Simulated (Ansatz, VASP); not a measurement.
# TiO2 in two plane-wave programs

Wanted: the spread between two codes on one cell, functional and k mesh. The cell is taken from a series of runs on this material, whose earlier steps may have relaxed, scaled, displaced or heated it; both programs get it as it stands.

Program: Ansatz 0.2.0. Level of theory: plane waves, with VASP 6.6.1 beside it; single point at HSE06. Results are calculated unless marked as measured.

## (1) The structure

It takes space group P3_121 (No. 152, trigonal). Conventional cell: a = 5.291 Å, b = 5.291 Å, c = 6.133 Å, α = 90.00°, β = 90.00°, γ = 120.00°. Nearest to Ti lie 4 O at 1.79 to 1.80 Å. O has 2 Ti at 1.79 to 1.80 Å nearest. Farther neighbours and most contacts between anions are not listed.

Structure file:

```xyz
9
Lattice="5.2910 0.0000 0.0000 -2.6455 4.5821 0.0000 0.0000 0.0000 6.1330" Properties=species:S:1:pos:R:3 pbc="T T T"
Ti    2.4256    0.0000    2.0443
Ti   -1.2128    2.1006    4.0887
Ti    1.4327    2.4815    0.0000
O     1.4180    1.3189    1.3723
O     3.4398    0.5686    3.4167
O     3.0787    2.6947    5.4610
O     0.4332    1.8875    4.7607
O    -1.2275    3.2633    2.7163
O     0.7943    4.0135    0.6720
```

## (2) VASP: single point, HSE06

With cell and atoms fixed, the geometry can't cause a difference; cores, projectors, grids and the points listed under the comparison can.

Lines of VASP's logs that name or quote its potential files are left out, and so is its time.

The run reads the wave functions of an earlier VASP run, which isn't shown here.

Contents of INCAR:

```
SYSTEM = TiO2
PREC = Accurate
ENCUT = 520
EDIFF = 1E-06
NELM = 100
ISMEAR = 0
SIGMA = 0.01
LREAL = .FALSE.
ALGO = Normal
LHFCALC = .TRUE.
AEXX = 0.25
GGA = PE
HFSCREEN = 0.208
LASPH = .TRUE.
NBANDS = 45
PRECFOCK = Fast
LORBIT = 11
LWAVE = .FALSE.
LCHARG = .FALSE.
KPAR = 8
NCORE = 2
ISIF = 2
```

Contents of POSCAR:

```
TiO2
1.0
    5.2910000000      0.0000000000      0.0000000000
   -2.6455000000      4.5821404114      0.0000000000
    0.0000000000      0.0000000000      6.1330000000
Ti O
3 6
Direct
    0.4584369692      0.0000000000      0.3333333333
    0.0000000000      0.4584369692      0.6666666667
    0.5415630308      0.5415630308      0.0000000000
    0.4119210658      0.2878300503      0.2237616203
    0.7121699497      0.1240910155      0.5570949537
    0.8759089845      0.5880789342      0.8904282870
    0.2878300503      0.4119210658      0.7762383797
    0.1240910155      0.7121699497      0.4429050463
    0.5880789342      0.8759089845      0.1095717130
```

Contents of KPOINTS:

```
Automatic mesh
0
Gamma
6 6 2
0 0 0
```

PAW data sets: Ti_sv and O (PBE family, release 64).

Command:

```sh
mpirun -np 16 vasp_std
```

Numbers of over 12 decimals in the logs are rounded to 6 here.

The program printed:

```text
[banner, memory and clock lines left out]
running   16 mpi-ranks, on    1 nodes
 distrk:  each k-point on    2 cores,    8 groups
 distr:  one band on    2 cores,    1 groups

 POSCAR found type information on POSCAR TiO
 POSCAR found :  2 types and       9 ions
 LDA part: xc-table for (Slater+PW92), standard interpolation
 found WAVECAR, reading the header
 POSCAR, INCAR and KPOINTS ok, starting setup
 FFT: planning ... GRIDC
 FFT: planning ... GRID_SOFT
 FFT: planning ... GRID
 reading WAVECAR
 the WAVECAR file was read successfully
 initial charge from wavefunction
 entering main loop
       N       E                     dE             d eps       ncg     rms          rms(c)
DAV:   1    -0.990483726081E+02   -0.99048E+02   -0.47981E+00  1402   0.161E+01    0.575E+00
DAV:   2    -0.987241529710E+02    0.32422E+00   -0.10851E+00  1509   0.123E+01    0.183E+00
DAV:   3    -0.987627486150E+02   -0.38596E-01   -0.36258E-01  1878   0.379E+00    0.127E+00
DAV:   4    -0.987506762373E+02    0.12072E-01   -0.68979E-02  1787   0.218E+00    0.565E-01
DAV:   5    -0.987534832544E+02   -0.28070E-02   -0.14877E-02  1497   0.656E-01    0.360E-01
DAV:   6    -0.987529693160E+02    0.51394E-03   -0.19155E-03  1784   0.423E-01    0.178E-01
DAV:   7    -0.987531582728E+02   -0.18896E-03   -0.87777E-04  1579   0.150E-01    0.122E-01
DAV:   8    -0.987531711185E+02   -0.12846E-04   -0.16954E-04  1766   0.139E-01    0.710E-02
DAV:   9    -0.987531973297E+02   -0.26211E-04   -0.49674E-05  1609   0.519E-02    0.439E-02
DAV:  10    -0.987532051770E+02   -0.78474E-05   -0.82351E-06  1692   0.250E-02    0.260E-02
DAV:  11    -0.987532100756E+02   -0.48985E-05   -0.46870E-06  1364   0.119E-02    0.166E-02
DAV:  12    -0.987532122159E+02   -0.21403E-05   -0.89203E-07   801   0.892E-03    0.104E-02
DAV:  13    -0.987532132538E+02   -0.10379E-05   -0.80824E-07   775   0.636E-03    0.660E-03
DAV:  14    -0.987532137604E+02   -0.50660E-06   -0.36050E-07   780   0.456E-03
   1 F= -.98753214E+02 E0= -.98753214E+02  d E =-.438486-125
```

From OUTCAR (step 2):

```text
ion  position               nearest neighbor table
   1  0.458  0.000  0.333-   4 1.79   8 1.79   9 1.80   5 1.80
   2  0.000  0.458  0.667-   5 1.79   7 1.79   6 1.80   8 1.80
   3  0.542  0.542  0.000-   9 1.79   6 1.79   4 1.80   7 1.80
   4  0.412  0.288  0.224-   1 1.79   3 1.80
   5  0.712  0.124  0.557-   2 1.79   1 1.80
   6  0.876  0.588  0.890-   3 1.79   2 1.80
   7  0.288  0.412  0.776-   2 1.79   3 1.80
   8  0.124  0.712  0.443-   1 1.79   2 1.80
   9  0.588  0.876  0.110-   3 1.79   1 1.80

  LATTYP: Found a hexagonal cell.
 ALAT       =     5.2910000000
 C/A-ratio  =     1.1591381591

 Subroutine GETGRP returns: Found  6 space group operations
 (whereof  2 operations were pure point group operations)

The static configuration has the point symmetry C_2 .
 The point group associated with its full space group is D_3 .

 Found     14 irreducible k-points:

   k-points           NKPTS =     14   k-points in BZ     NKDIM =     72   number of bands    NBANDS=     45

   dimension x,y,z NGX =    40 NGY =   40 NGZ =   48
   dimension x,y,z NGXF=    80 NGYF=   80 NGZF=   96

   ENCUT  =  520.0 eV  38.22 Ry    6.18 a.u.   9.84  9.84 11.40*2*pi/ulx,y,z

   NELECT =      72.0000    total number of electrons

 k-points in reciprocal lattice and weights: Automatic mesh
   0.00000000  0.00000000  0.00000000       0.014
   0.16666667  0.00000000  0.00000000       0.083
   0.33333333  0.00000000  0.00000000       0.083
   0.50000000  0.00000000  0.00000000       0.042
   0.16666667  0.16666667  0.00000000       0.083
   0.33333333  0.16666667  0.00000000       0.167
   0.33333333  0.33333333  0.00000000       0.028
   0.00000000  0.00000000  0.50000000       0.014
   0.16666667  0.00000000  0.50000000       0.083
[...]
0.33333333  0.16666667  0.50000000       0.167
   0.33333333  0.33333333  0.50000000       0.028

  exchange ACFDT corr.  =         0.00000000  see jH, gK, PRB 81, 115126

 average (electrostatic) potential at core
       1 -74.6637       2 -74.6637       3 -74.6637       4 -67.2904       5 -67.2904
       6 -67.2904       7 -67.2904       8 -67.2904       9 -67.2904

 E-fermi :  -1.3244

 k-point     1 :       0.0000    0.0000    0.0000
  band No.  band energies     occupation
    ...
     32      -2.4269      2.00000
     33      -2.4269      2.00000
     34      -1.8505      2.00000
     35      -1.7973      2.00000
     36      -1.7973      2.00000
     37       4.0798      0.00000
     38       4.5456      0.00000
     39       4.5456      0.00000
     40       4.9239      0.00000
     41       4.9239      0.00000
    ...

 k-point     2 :       0.1667    0.0000    0.0000
  band No.  band energies     occupation
    ...
     32      -2.3997      2.00000
     33      -2.1841      2.00000
     34      -1.9435      2.00000
     35      -1.9001      2.00000
     36      -1.7429      2.00000
     37       4.1503      0.00000
     38       4.4450      0.00000
     39       4.5370      0.00000
     40       4.8498      0.00000
     41       4.9794      0.00000
    ...

 k-point     3 :       0.3333    0.0000    0.0000
  band No.  band energies     occupation
    ...
     32      -2.3630      2.00000
     33      -2.2553      2.00000
     34      -2.1792      2.00000
     35      -1.8315      2.00000
     36      -1.5810      2.00000
     37       4.1803      0.00000
     38       4.2780      0.00000
     39       4.5260      0.00000
     40       4.9655      0.00000
     41       5.3298      0.00000
    ...

  Total        3.7646945      3.7646945      1.8189837      0.0000000     -0.0000000      0.0000000
  in kB       40.5659078     40.5659078     19.6001897      0.0000000     -0.0000000      0.0000000
  external PRESSURE =      33.5773351 kB  Pullay stress =       0.0000000 kB

  energy-cutoff  :      520.00
  volume of cell :      148.69
      direct lattice vectors                 reciprocal lattice vectors
     5.291000000  0.000000000  0.000000000     0.189000189  0.109119310  0.000000000
    -2.645500000  4.582140411  0.000000000     0.000000000  0.218238620  0.000000000
     0.000000000  0.000000000  6.133000000     0.000000000  0.000000000  0.163052340

 POSITION                                       TOTAL-FORCE (eV/Angst)
 -----------------------------------------------------------------------------------
      2.42559      0.00000      2.04433        -0.027233     -0.000000      0.000000
     -1.21280      2.10062      4.08867         0.013616     -0.023584      0.000000
      1.43270      2.48152      0.00000         0.013616      0.023584      0.000000
      1.41802      1.31888      1.37233        -0.118573      0.016966      0.074317
      3.43981      0.56860      3.41666         0.044593     -0.111170      0.074317
      3.07867      2.69466      5.46100         0.073979      0.094204      0.074317
      0.43317      1.88748      4.76067         0.073979     -0.094204     -0.074317
     -1.22748      3.26326      2.71634        -0.118573     -0.016966     -0.074317
      0.79431      4.01354      0.67200         0.044593      0.111170     -0.074317
 -----------------------------------------------------------------------------------
    total drift:                                0.000007      0.000004     -0.000000

  FREE ENERGIE OF THE ION-ELECTRON SYSTEM (eV)
  ---------------------------------------------------
  free  energy   TOTEN  =       -98.7532137604 eV

  energy  without entropy=      -98.7532137604  energy(sigma->0) =      -98.75321376

 total charge
# of ion       s       p       d       tot
------------------------------------------
    1        2.276   6.337   1.896  10.509
    2        2.276   6.337   1.896  10.509
    3        2.276   6.337   1.896  10.509
    4        1.584   3.537   0.000   5.120
    5        1.584   3.537   0.000   5.120
    6        1.584   3.537   0.000   5.120
    7        1.584   3.537   0.000   5.120
    8        1.584   3.537   0.000   5.120
    9        1.584   3.537   0.000   5.120
--------------------------------------------------
tot         16.331  40.231   5.688  62.250

[... 3 further parts left out ...]
```

The run ends at a pressure of 3.36 GPa, with forces up to 0.14 eV/Å.

(Continued in part 2 of 2.)

[Lines on the potential files, build, host, timing and source positions are cut from VASP's logs without a mark.]

[Logs are printed without paths, hosts, clocks, repeated set-up lines and the standing remarks that a program may print on its own settings, such as how far it seeks lower states.]

[Hosts, paths, dates, database ids (printed as entryN), source tags and the programs' standing remarks are cut or masked in the printed files.]
